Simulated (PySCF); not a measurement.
An unknown gives this computed stick spectrum. Method: TDDFT CAM-B3LYP/aug-cc-pVTZ, vertical, gas phase, core orbitals frozen in the response in PySCF 2.14.0, density-fitted response routines. Geometries: PBE0-D3(BJ)/def2-TZVP, one conformer each.

```tsv
state	E (eV)	f	main configurations (H = HOMO, L = LUMO)
S1	7.16	0.010	H→L (74%), H→L+3 (9%)
S2	7.51	0.014	H→L+3 (40%), H→L+6 (32%), H→L (9%)
S3	7.59	0.016	H→L+2 (80%)
S4	7.75	0.019	H→L+1 (77%)
S5	7.86	0.0070	H-1→L (85%)
S6	8.30	0.0080	H-1→L+2 (73%)
S7	8.36	0.041	H-1→L+3 (45%), H-1→L+6 (20%), H-1→L+1 (11%)
S8	8.44	0.011	H-1→L+1 (47%), H→L+4 (15%), H→L+7 (9%)
S9	8.47	0.0041	H-1→L+1 (26%), H→L+4 (26%), H→L+7 (10%)
S10	8.60	0.0056	H→L+4 (34%), H→L+7 (14%), H→L+6 (10%)
```

Orbital energies (eV): HOMO-3 -12.13, HOMO-2 -11.86, HOMO-1 -10.05, HOMO -9.31, LUMO 0.29, LUMO+1 0.62, LUMO+2 0.64.

Question: Which structure fits? All have the formula C3H6O.
A. `C[C@@H]1CO1` (propylene oxide)
B. `CCC=O` (propanal)
C. `CC(C)=O` (acetone)

Answer: A. Its S1, at 7.16 eV, is the highest among the candidates; the nearest of the others has S1 at 4.52 eV. S1 is HOMO→LUMO (74%), HOMO→LUMO+3 (9%). Löwdin shares by element: HOMO oxygen 62%, carbon 28%; LUMO hydrogen 68% or more (atoms not listed hold the other 32%). At the same level the other candidates give, for their lowest levels:
- `CC(C)=O`: 4.52 eV (f 0.000); 6.38 eV (f 0.030); 7.33 eV (f 0.000); 7.35 eV (f 0.000); 7.44 eV (f 0.004); T1 3.96 eV; HOMO -8.73, LUMO 0.11 eV
- `CCC=O`: 4.40 eV (f 0.000); 6.62 eV (f 0.020); 7.26 eV (f 0.048); 7.40 eV (f 0.008); 7.51 eV (f 0.002); T1 3.81 eV; HOMO -8.94, LUMO 0.17 eV
Triplets come from the Tamm–Dancoff approximation.
